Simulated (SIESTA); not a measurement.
A run of SIESTA 5.4.2 is set up as follows.

Contents of run.py:

```python
from ase import Atoms
from ase.calculators.siesta import Siesta
from ase.units import Ry, GPa

atoms = Atoms(
    ['Zn', 'Zn', 'O', 'O'],
    cell=[
        [3.249308, 0.0, 0.0],
        [-1.624654, 2.8139832727, 0.0],
        [0.0, 0.0, 5.205709],
    ],
    scaled_positions=[
        [0.6666666667, 0.3333333333, 0.0],
        [0.3333333333, 0.6666666667, 0.5],
        [0.3333333333, 0.6666666667, 0.87901],
        [0.6666666667, 0.3333333333, 0.37901],
    ],
    pbc=True,
)

fdf = {
    'SCFMustConverge': False,
    'OccupationFunction': 'FD',
    'ElectronicTemperature': '0.05 eV',
    'MaxSCFIterations': '120',
    'SCF.Mixer.Method': 'Pulay',
    'SCF.Mixer.Weight': '0.25',
    'SCF.Mixer.History': '8',
    'SCF.DM.Tolerance': '5.0e-05',
    'SCF.H.Tolerance': '1.0e-03 eV',
    'WriteForces': 'true',
    'Charge.Mulliken': 'end',
    'BandLinesScale': 'ReciprocalLatticeVectors',
    'BandLines': ['  1    0.000000   0.000000   0.000000  \\Gamma', ' 11    0.500000   0.000000   0.000000  M', '  7    0.333333   0.333333   0.000000  K', ' 13    0.000000   0.000000   0.000000  \\Gamma', '  6    0.000000   0.000000   0.500000  A', ' 11    0.500000   0.000000   0.500000  L', '  7    0.333333   0.333333   0.500000  H', ' 13    0.000000   0.000000   0.500000  A', '  1    0.500000   0.000000   0.500000  L', '  6    0.500000   0.000000   0.000000  M', '  1    0.333333   0.333333   0.000000  K', '  6    0.333333   0.333333   0.500000  H'],
}
calc = Siesta(
    label="ZnO",
    command="siesta < PREFIX.fdf > PREFIX.out",
    pseudo_path="pseudos",
    pseudo_qualifier="",
    xc=('GGA', 'PBE'),
    basis_set="DZP",
    mesh_cutoff=800 * Ry,
    energy_shift=0.01 * Ry,
    kpts=[9, 9, 5],
    spin="non-polarized",
    fdf_arguments=fdf,
)
atoms.calc = calc

print(f"energy = {atoms.get_potential_energy():.6f} eV")
free = atoms.get_potential_energy(force_consistent=True)
print(f"free energy = {free:.6f} eV")
print("forces (eV/A):")
print(atoms.get_forces(apply_constraint=False).round(6))
print("stress (GPa, Voigt order, tension positive):", (atoms.get_stress() / GPa).round(4))
```

Potentials or basis: PseudoDojo 0.4 standard (PBE files), DZP (energy shift 0.01 Ry).

The run is started by

```sh
$ python run.py
```

(1) Predict the pressure.

(2) Estimate the band gap along the path.

(3) Estimate the band gap on the k mesh.

(4) What does it give for the largest force?

Results:

(1) -1.8 GPa.

(2) 1.13 eV, direct.

(3) 1.13 eV, direct.

(4) 0.050 eV/Å.

Caveat: semicore shells carry a single zeta, which can move pressures by several GPa and volumes by a few percent; the valence orbitals were made in a potential fitted to the semicore shell under them, which widens gaps by tenths of an eV or more; the basis of atomic orbitals isn't converged, which shifts pressures, moduli and gaps.

**Measured values to compare with.**

“Electronic structure of alkaline earth and post-transition metal oxides”, 2009, arxiv:0908.1581 quotes, for a bulk crystal of ZnO: band gap 3.37 eV.

Against the measured gap of ZnO, 3.37 eV (quoted in “Electronic structure of alkaline earth and post-transition metal oxides”, 2009, arxiv:0908.1581), the calculated 1.13 eV is off by -2.24 eV. So large a miss can be the level of theory's own, or it may mean another phase, state or a wrong row. The value is that of PBE in an atomic basis (PseudoDojo 0.4 standard (PBE files), DZP (energy shift 0.01 Ry)), whose error adds to the functional's,, without temperature or zero-point motion. Semilocal functionals fall short of measured gaps as a rule.
